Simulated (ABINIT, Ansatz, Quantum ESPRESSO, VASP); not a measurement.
## GaP: highest zone-centre phonon by level of theory

Symmetry: F-43m, No. 216, cubic system. The conventional cell has a = 5.451 Å, b = 5.451 Å, c = 5.451 Å, α = 90.00°, β = 90.00°, γ = 90.00°. Around Ga (site symmetry -43m) lie 4 P at 2.36 Å. P (site symmetry -43m) is surrounded by 4 Ga at 2.36 Å.

```tsv
rung	level	program and potentials	cutoff (eV)	k mesh	smearing	task	spin	highest zone-centre phonon (cm⁻¹)	notes
LDA	LDA	Ansatz, all-electron LAPW, scalar-relativistic	-	6 × 6 × 6	fermi-dirac 0.05	phonons	off	351	-
LDA	LDA	VASP, LDA PAW files Ga_d, P, 520 eV	520	8 × 8 × 8	fermi-dirac 0.05	Born charges and dielectric tensor	off	350	-
LDA	LDA	VASP, LDA PAW files Ga_d, P, 600 eV	600	6 × 6 × 6	fermi-dirac 0.05	phonons	off	364	cell relaxed first (19.62 Å³/atom)
GGA	PBE	ABINIT, PseudoDojo NC FR PBE v0.4 standard	980	4 × 4 × 4, 4 shifts	fixed	phonon dispersion	SOC, no magnetisation	358	-
GGA	PBE	Ansatz, all-electron LAPW, scalar-relativistic	-	8 × 8 × 8	fermi-dirac 0.05	phonons	off	357	-
GGA	PBE	Ansatz, all-electron LAPW, scalar-relativistic	-	6 × 6 × 6	fermi-dirac 0.05	phonons	off	358	-
GGA	PBE	Quantum ESPRESSO, PseudoDojo 0.4.1 SR PBE standard	1088	6 × 6 × 6, shifted	fermi-dirac 0.05	phonons	off	345	cell relaxed first (20.88 Å³/atom)
GGA	PBE	VASP, PBE PAW files Ga_d, P, 520 eV	520	8 × 8 × 8	fermi-dirac 0.05	Born charges and dielectric tensor	off	356	-
GGA	PBE	VASP, PBE PAW files Ga_d, P, 600 eV	600	6 × 6 × 6	fermi-dirac 0.05	phonons	off	344	cell relaxed first (20.86 Å³/atom)
GGA	RPBE	Quantum ESPRESSO, PseudoDojo 0.4.1 SR PBE standard	1088	6 × 6 × 6, shifted	fermi-dirac 0.05	phonons	off	337	potentials made for PBE; cell relaxed first (21.42 Å³/atom)
non-local van der Waals functional	vdW-DF-cx	Quantum ESPRESSO, PseudoDojo 0.4.1 SR PBE standard	1088	6 × 6 × 6, shifted	fermi-dirac 0.05	phonons	off	355	potentials made for PBE; cell relaxed first (20.30 Å³/atom)
meta-GGA	r2SCAN	VASP, PBE PAW files Ga_d, P, 600 eV	600	6 × 6 × 6	gaussian 0.05	elastic constants	off	362	potentials made for PBE
```

Smearing widths are in eV. The cell comes from a database and isn't always the measured one. Meshes differ between rows, which moves values too. All levels ran on this one cell, unrelaxed unless noted. Frequencies are at q = 0 without the long-range field, so in polar crystals they are those of transverse modes; the cell's volume weighs on them. Meshes are those of the run's cell of 2 atoms unless a note names another. Runs on faulty files, with rough fits or with known faults for this quantity aren't shown.

By rung: LDA 350 to 351; LDA in relaxed cells 364; GGA 356 to 358; GGA in relaxed cells 337 to 345; non-local van der Waals functional in relaxed cells 355; meta-GGA 362 (cm⁻¹).

The functional acts on this mode mainly through the bond length it prefers. In the relaxed cells the frequency falls steadily as the volume grows, from 364 cm⁻¹ in LDA through vdW-DF-cx and PBE to 337 cm⁻¹ in RPBE. The mode moves the Ga and P sublattices against each other, and the restoring force of the polar covalent bonds weakens as they lengthen.

On the common cell the order of LDA and PBE reverses, with LDA at 350 to 351 cm⁻¹ and PBE at 356 to 358 cm⁻¹. That cell stretches the bonds relative to the LDA equilibrium and compresses them relative to the PBE one, so LDA's stiffer relaxed lattice reflects its shorter bonds, not a larger force constant at equal volume.

Relaxed LDA comes close to the measured transverse mode, but probably by compensation between overbinding and a force constant that is too soft at fixed volume. Relaxed PBE is too soft, as expected from its overlong bonds. Agreement in frequency alone therefore doesn't establish LDA as the better description of the bonding.
